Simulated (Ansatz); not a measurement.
Here is an Ansatz 0.2.0 calculation.

The input input.yaml:

```yaml
crystal:
  lattice:
    - [3.14, 0.0, 0.0]
    - [-1.57, 2.7193197679, 0.0]
    - [0.0, 0.0, 3.48]
  atoms:
    - { symbol: Hf, position: [0.0, 0.0, 0.0] }
    - { symbol: B, position: [0.6666666667, 0.3333333333, 0.5] }
    - { symbol: B, position: [0.3333333333, 0.6666666667, 0.5] }
hamiltonian:
  xc: pbesol
  pseudopotentials: { kind: paw }
  dispersion: d4
kpoints:
  mp_grid: { grid: [10, 10, 8] }
scf:
  occupations: { method: fermi_dirac, width: 0.05 }
output:
  forces: true
  stress: true
relax:
  f_tol: 0.01
  max_steps: 40
  cell: { stress_tol: 0.05 }
```

Potentials or basis: Ansatz PAW.

Launch:

```console
$ ansatz run input.yaml --threads 2 --pin off --max-ram 5632MiB --backend cpu --events-out ev --progress --plain --runs-dir out
```

(1) What does it give for the relaxed volume?

(2) Predict the space group after relaxing (to 0.05 Å).

## Answers

(1) 9.61 Å³/atom.

(2) P6/mmm (No. 191).

Caveat: the PAW data sets come from PBE, with cores solved anew for the run's functional, which leaves a small shift of forces and pressure.
